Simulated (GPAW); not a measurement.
The system is LiH.

```
Li H
1.0
     0.00000    2.03675    2.03675
     2.03675    0.00000    2.03675
     2.03675    2.03675    0.00000
Li H
1 1
Cartesian
  0.0000 0.0000 0.0000
  2.0368 2.0368 2.0368
```

Base run:

```yaml
Program: GPAW 26.7.0
Functional: PBE
Potentials_or_basis: GPAW PAW data sets (gpaw-data 1.2.1)
Cutoff: 800 eV
Basis: pw
k_mesh: 11 × 11 × 11
Occupations: fermi-dirac, width 0.05 eV
Spin: no spin polarisation
```

Its results: band gap on the k mesh 3.19 eV, direct.

Q: The run is repeated on the same cell with these changes: functional from PBE to vdW-DF. What comes out?

A: Band gap on the k mesh 3.80 eV, direct.

Caveats: the mesh misses the band edges, which the band path finds closer together (some runs); an odd mesh through Γ misses points on the zone boundary, where band edges often lie (some runs).

Not every run made on this cell is shown here.
